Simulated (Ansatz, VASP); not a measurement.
## Al2O: VASP beside Ansatz

File INCAR:

```
PREC = Accurate
ENCUT = 600
EDIFF = 1E-6
ISMEAR = 0
SIGMA = 0.15
LREAL = F
LASPH = T
NELM = 100
ALGO = Normal
ISIF = 8
LWAVE = F
LCHARG = F
GGA = PE
IBRION = 2
NSW = 80
EDIFFG = -0.02
```

The input KPOINTS:

```
Automatic mesh
0
Gamma
  7 7 7
```

The input POSCAR:

```
Al2O
1.0
    0.0000000000      2.8457100000      2.8457100000
    2.8457100000      0.0000000000      2.8457100000
    2.8457100000      2.8457100000      0.0000000000
Al O
2 1
Direct
    0.2500000000      0.2500000000      0.2500000000
    0.7500000000      0.7500000000      0.7500000000
    0.0000000000      0.0000000000      0.0000000000
```

Input for Ansatz:

```yaml
crystal:
  lattice:
    - [0.0, 2.84571, 2.84571]
    - [2.84571, 0.0, 2.84571]
    - [2.84571, 2.84571, 0.0]
  atoms:
    - { symbol: Al, position: [0.25, 0.25, 0.25] }
    - { symbol: Al, position: [0.75, 0.75, 0.75] }
    - { symbol: O, position: [0.0, 0.0, 0.0] }
kpoints:
  mp_grid:
    grid: [7, 7, 7]
scf:
  occupations:
    method: gaussian
    width: 0.15
relax:
  f_tol: 0.02
  max_steps: 60
  cell:
    fix: [shape]
output:
  dos:
    de: 0.1
    method: tetrahedron
    nscf_kmesh:
      kspacing: 0.2
  eigenvalues: true
```

The cell comes from a database or a generator and needn't be the stable form of this composition.

Alike in both runs: task relaxation of cell and atoms; functional PBE; k mesh 7 × 7 × 7; occupations gaussian, width 0.15 eV; no spin polarisation.

|  | VASP | Ansatz |
| --- | --- | --- |
| version | VASP 6.6.1 | Ansatz 0.2.0 |
| potentials or method | VASP PAW PBE potentials, release 64 (Al, O) | plane waves, PAW |
| plane-wave cutoff (eV) | 600 | 420 |
| valence electrons in the cell | 12 | 12 |

|  | VASP | Ansatz | Ansatz less VASP |
| --- | --- | --- | --- |
| gap on the k mesh at the Fermi level, each at its own relaxed structure (eV) | none | none | - |
| relaxed volume (Å³/atom) | 15.36 | 15.36 | 0.000 |
| relaxed cell length with the largest relative difference (Å) | 4.024 | 4.024 | 0.0000 |

A gap of «none» marks a metal or a gap that the smearing closes.

Caveats: the relaxation stopped at its first step, so nothing moved.
